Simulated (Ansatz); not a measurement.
Wanted: the native input for an Ansatz 0.2.0 run.

```yaml
Task: single point
Functional: r2SCAN0
Potentials_or_basis: Ansatz PAW
Cutoff: "500 eV (not typed: the program's choice for these potentials)"
k_mesh: 6 × 6 × 6
Occupations: fermi-dirac, width 0.05 eV
Spin: no spin polarisation
```

Crystal: Ir.

```
Ir
1.0
     0.00000    1.91560    1.91560
     1.91560    0.00000    1.91560
     1.91560    1.91560    0.00000
Ir
1
Direct
  0.00000 0.00000 0.00000
```

These files were run (other wordings do the same):

input.yaml

```yaml
crystal:
  lattice:
    - [0.0, 1.9156, 1.9156]
    - [1.9156, 0.0, 1.9156]
    - [1.9156, 1.9156, 0.0]
  atoms:
    - { symbol: Ir, position: [0.0, 0.0, 0.0] }
hamiltonian:
  xc: r2scan0
  pseudopotentials: { kind: paw }
kpoints:
  mp_grid: { grid: [6, 6, 6] }
scf:
  occupations: { method: fermi_dirac, width: 0.05 }
output:
  forces: true
  stress: true
  eigenvalues: true
  write_density: true
  write_potential: true
  elf: true
  volumetric_format: npy
```

Potentials or basis: Ansatz PAW.

Launch:

```console
$ ansatz run input.yaml --threads 2 --pin off --max-ram 5632MiB --backend cpu --events-out ev --progress --plain --runs-dir out
```

Results of the run:

```yaml
Pressure: -6.3 GPa
Band_gap_on_the_k_mesh: none (metal or under the smearing width)
```

Caveat: the k mesh is coarse (spacing up to 0.47 Å⁻¹), so the values aren't converged, least of all with exact exchange; the PAW data sets come from PBE, with cores solved anew for the run's functional, which leaves a small shift of forces and pressure; the thresholds are loose for stress.

It took 5.5 s on 2 threads of Arm Neoverse V2, on a shared host, peak memory 0.6 GiB.
